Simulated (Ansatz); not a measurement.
Here is an unrelaxed guess for Te₂Mo.

Space group P4/mmm (No. 123). a = 3.096 Å, b = 3.096 Å, c = 8.763 Å, α = 90.00°, β = 90.00°, γ = 90.00°
| atom | site | symmetry | x | y | z |
| --- | --- | --- | --- | --- | --- |
| Te | 2g | 4mm | 0.0000 | 0.0000 | 0.8292 |
| Mo | 1d | 4/mmm | 0.5000 | 0.5000 | 0.5000 |

Computed with DFT PBE, scalar-relativistic, plane waves, PAW (Ansatz). Settings: cutoff 420 eV, Γ-centred mesh 6×6×2 on the computed 3-atom cell, Gaussian smearing of 0.10 eV; no spin polarisation.

Energies over the elements count from the elements' standard structures at the same level, with no fitted energy shifts.

**Question.** How far from equilibrium is it?

**Answer.** The pressure is -6.9 GPa (the mean over three directions, positive in compression), the largest force is 1.30 eV/Å, and the energy is +1.29 eV/atom against the elements. The shortest distance is 2.99 Å.

**Question.** Is it a good guess?

**Answer.** A poor one: relaxing gains about 1.3 eV/atom (the start's value is from the coarse mesh, so the gain is rough) in 19 ionic steps and ends at −0.04 eV/atom on the finer mesh. The symmetry stays P4/mmm (No. 123). The volume per atom grows by 4.1 %, from 28.0 to 29.1 Å³. The shortest distance goes from 2.99 Å (Te–Te) to 2.87 Å (Te–Mo). The ratio c/a of the conventional cell changes by a factor of 0.87. Conventional cell: a = 3.286 Å, c = 8.095 Å. Te is surrounded by 4 Mo at 2.87 Å and 5 Te at 3.29–3.36 Å; Mo is surrounded by 8 Te at 2.87 Å and 4 Mo at 3.29 Å.

The last run used a 14×14×6 mesh (in the run's order of axes) for its 3-atom cell and Gaussian smearing of 0.10 eV. No dispersion correction is applied, so the spacing and binding between layers, chains or molecules are poorly described. Spin–orbit coupling, which can matter for Te, is left out. The reference form of Te is held partly by dispersion forces, which this level lacks. The relaxation can't lower the symmetry of the start, and the grade says only how near the guess is to its own end. A structure relaxed within its symmetry needn't be a true minimum. Another cell of Te2Mo relaxed alike, in P6_3/mmc, lies 224 meV/atom lower, so this cell isn't the stable form at this level.
